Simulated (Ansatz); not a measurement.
This script makes relaxations under a series of pressures of Cu2O, space group Pn-3m with the Python package of Ansatz (0.2.0).

The script reads `cu2o.extxyz`:
```text
6
Lattice="4.26 0.0 0.0 0.0 4.26 0.0 0.0 0.0 4.26" Properties=species:S:1:pos:R:3 pbc="T T T"
Cu    1.06500000    1.06500000    1.06500000
Cu    1.06500000    3.19500000    3.19500000
Cu    3.19500000    3.19500000    1.06500000
Cu    3.19500000    1.06500000    3.19500000
O     0.00000000    0.00000000    0.00000000
O     2.13000000    2.13000000    2.13000000
```

The script, `compress.py`:
```python
"""Cell of Cu2O under pressure."""

import ansatz as az
import numpy as np
import pandas as pd

def edges_and_angles(cell):
    cell = np.asarray(cell)
    a, b, c = np.linalg.norm(cell, axis=1)
    cosines = cell[1] @ cell[2] / (b * c), cell[0] @ cell[2] / (a * c), cell[0] @ cell[1] / (a * b)
    return (a, b, c, *np.degrees(np.arccos(cosines)))

system = az.Crystal.from_extxyz("cu2o.extxyz")

calculation = (
    system.calculation()
    .pseudopotentials("paw")
    .basis(470)
    .occupations("fixed")
    .kpoints(6)
    .functional(az.Functional.PBE)
)

# H = F + PV, with 1 GPa A^3 = 1/160.21766 eV
rows = []
for pressure in [0, 2, 4, 6, 8]:
    outcome = calculation.relax(cell=True, pressure=pressure, force_tolerance=0.005, max_steps=40).run(threads=1, pin="off")
    cell = outcome.lattice.cell_ang
    n_atoms = len(outcome.lattice.sites)
    volume = abs(np.linalg.det(cell)) / n_atoms
    enthalpy = outcome.report["free_energy_ev"] / n_atoms + pressure * volume / 160.21766
    rows.append((pressure, volume, enthalpy, *edges_and_angles(cell)))
    print(f"{pressure} GPa done: {volume:.4f} A^3/atom")

table = pd.DataFrame(rows, columns=["P_GPa", "V_A3_atom", "H_eV_atom", "a", "b", "c", "alpha", "beta", "gamma"])
print(table.round(4).to_string(index=False))
p, v = np.array([row[0] for row in rows], float), np.array([row[1] for row in rows])
print("mean bulk modulus between rows (GPa):", np.round(-np.diff(p) / np.diff(np.log(v)), 1))
```

From its runs, with one value withheld:

| P (GPa) | relaxed V (Å³/atom) |
| --- | --- |
| 0 | 13.236 |
| 2 | ? |
| 4 | 12.809 |
| 6 | 12.622 |
| 8 | 12.448 |

What volume does the cell relax to at 2 GPa?

Murnaghan's form V = V0 (1 + B' P / B0)^(-1/B') through the 4 rows shown gives V0 = 13.236 Å³, B0 = 113.1 GPa and B' = 4.54, and so 13.013 Å³ an atom at 2 GPa. The run gave 13.012 Å³, 0.01 % away.

Notes:
- The run is spin-unpolarised.
- At a fixed pressure a relaxation lowers the enthalpy F + PV, while F alone can rise.
- Of the deposited cell: the entry's cell lengths or inner coordinates differ somewhat from later room-temperature determinations.
- Without a Hubbard U or exact exchange, semilocal functionals often make such 3d compounds metallic or too weakly gapped.
- The structure is a deposited one; some such entries were measured under pressure or heat, so a shift against it needn't be the functional's error alone.
- Symmetry holds the cell in this phase, whether or not it is the stable one at each pressure.
- By the engine's processor time: 88 s on 1 thread of Intel(R) Xeon(R) Processor @ 2.30GHz (shared host), peak memory 0.64 GiB.
